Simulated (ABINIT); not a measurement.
Runs of ABINIT 10.8.3 (patched build) on TiO2. Symmetry: P4_2/mnm, No. 136, tetragonal system. Conventional cell: a = 4.600 Å, b = 4.600 Å, c = 2.959 Å, α = 90.00°, β = 90.00°, γ = 90.00°. Around Ti (site symmetry mmm) lie 6 O at 1.95 to 1.98 Å. O (site symmetry m2m) is surrounded by 3 Ti at 1.95 to 1.98 Å. The cell is a database's computed one.

```tsv
task	level	potentials or basis	k mesh	cutoff (eV)	fine-grid cutoff	mesh quality	gap on the mesh (eV)	pressure (GPa)	largest force (eV/Å)
single point	PBE	JTH PAW PBE v2.0	4 × 4 × 5	626	1224.51 eV	coarse	1.86	4.5	-
single point	PBEsol	JTH PAW PBE v2.0	5 × 5 × 7	626	1224.51 eV	not flagged	1.82	-2.2	0.05
single point	PBEsol	JTH PAW PBE v2.0	4 × 4 × 5	626	1224.51 eV	coarse	1.82	-2.2	0.05
band structure	TB-mBJ	JTH PAW LDA v2.0	3 × 3 × 4	762	1360.57 eV	coarse	2.48	-	-
single point	PBE	JTH PAW PBE v2.0	6 × 6 × 9	626	1224.51 eV	not flagged	1.86	4.5	0.01
single point	PBE	JTH PAW PBE v2.0	2 × 2 × 4	626	1224.51 eV	coarse	1.82	4.7	0.01
single point	LDA	JTH PAW LDA v2.0	4 × 4 × 5	626	1224.51 eV	coarse	1.77	-8.8	(a)
single point	LDA	JTH PAW LDA v2.0	5 × 5 × 7	626	1224.51 eV	not flagged	1.77	-8.8	0.12
single point	LDA	JTH PAW LDA v2.0	2 × 2 × 4	626	1224.51 eV	coarse	1.74	-8.5	0.14
single point	PBEsol	JTH PAW PBE v2.0	2 × 2 × 4	626	1224.51 eV	coarse	1.79	-1.9	(b)
single point	PBE	JTH PAW PBE v2.0	5 × 5 × 7	626	1224.51 eV	not flagged	1.86	4.5	0.01
```

Alike in all rows: no spin polarisation; cell as given; smearing fermi-dirac 0.05 eV.

**Question.** Fill in the values left out.

**Answer.** (a) 0.13; (b) 0.06.

Caveats: some runs use coarse meshes; an odd mesh through Γ misses points on the zone boundary, where band edges often lie (some runs); the PAW data sets were made with another functional, which shifts forces and pressure a little (some runs); the constant c of TB-mBJ comes from the pseudo density here, which moves gaps by up to 0.3 eV between sets of potentials (some runs).

Not every run made on this cell is shown here.
